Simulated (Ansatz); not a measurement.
Al2O3:

```
Al O
1.0
     3.01748    0.00000    0.00000
    -1.50874    2.61322    0.00000
     0.00000    0.00000    7.57464
Al O
2 3
Cartesian
  0.0000 0.0000 5.4693
  0.0000 0.0000 2.1054
  0.0000 0.0000 3.7873
  1.5087 0.8711 6.0638
  0.0000 1.7421 1.5108
```

Measurements of this composition are mostly on another form, of space group No. 167.

```yaml
Program: Ansatz 0.2.0
Task: relaxation of cell and atoms
Functional: RPBE
Dispersion: D3(BJ)
Potentials_or_basis: Ansatz PAW
Cutoff: "420 eV (not typed: the program's choice for these potentials)"
k_mesh: 10 × 10 × 4
Occupations: fermi-dirac, width 0.05 eV
Spin: no spin polarisation
```

At the start: volume 11.95 Å³/atom.

Q: How do energy, volume and symmetry change on relaxing?

A: It ends after 9 steps and the volume is 10.81 Å³/atom (-9.5 %); space group P-3m1 (No. 164, to 0.05 Å).

The path:
```
step  energy change (eV)  largest force (eV/Å)  volume (Å³)
   1              0.0000                0.3744        59.73
   2             -0.0939                0.2449        55.88
   3             -0.1133                0.0911        54.36
   4             -0.1127                0.0108        54.61
   5             -0.1130                0.0039        54.53
   6             -0.1130                0.0024        54.53
   7             -0.1029                0.0020        54.53
   8             -0.1052                0.0025        54.06
   9             -0.1037                0.0025        54.06
```

Final structure:
```
CELL_PARAMETERS angstrom
2.94832 0.00000 0.00000
-1.47416 2.55332 0.00000
0.00000 0.00000 7.18122
ATOMIC_POSITIONS crystal
Al 0.00000 0.00000 0.73202
Al 0.00000 0.00000 0.26798
O 0.00000 0.00000 0.50000
O 0.66667 0.33333 0.81803
O 0.33333 0.66667 0.18197
```

Caveat: the plane-wave basis is chosen anew once the cell has moved, so the energies of steps on either side of that aren't comparable; the pressure holds a Pulay correction of +0.6 GPa for the finite cutoff; the PAW data sets come from PBE, with cores solved anew for the run's functional, which leaves a small shift of forces and pressure.
